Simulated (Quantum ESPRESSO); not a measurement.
# Fe: changing the choice of potentials or basis

The cell as given:

It takes space group Im-3m (No. 229, cubic). Conventional cell: a = 2.886 Å, b = 2.886 Å, c = 2.886 Å, α = 90.00°, β = 90.00°, γ = 90.00°. Fe (site symmetry m-3m) has 8 Fe at 2.50 Å as nearest neighbours.

Kept alike: task relaxation of cell and atoms; functional PBEsol; k mesh 13 × 13 × 13; occupations fermi-dirac, width 0.05 eV; collinear spin, ferromagnetic start. Program: Quantum ESPRESSO. Cutoffs run from 762 to 1605 eV. The mesh is that of the run's cell of 1 atom. No spin-orbit coupling.

| choice of potentials or basis | volume (Å³/atom) | moment of the cell (μB) |
| --- | --- | --- |
| GBRV 1.5 PBEsol | 10.836 | 2.12 |
| PseudoDojo 0.4 SR PBEsol stringent | 10.797 | 2.08 |
| PseudoDojo 0.4.1 SR PBEsol standard | 10.835 | 2.11 |

The relaxations keep at least the cell's symmetry (Im-3m). For a metal such a mesh leaves the last digits unconverged. Relaxations stop with a little pressure left, so the last digits of a volume or edge aren't settled. The runs hold the magnetic state that their start led to, which needn't be the lowest.

The volume runs from 10.797 (PseudoDojo 0.4 SR PBEsol stringent) to 10.836 Å³/atom (GBRV 1.5 PBEsol). The moment of the cell runs from 2.08 (PseudoDojo 0.4 SR PBEsol stringent) to 2.12 μB (GBRV 1.5 PBEsol).
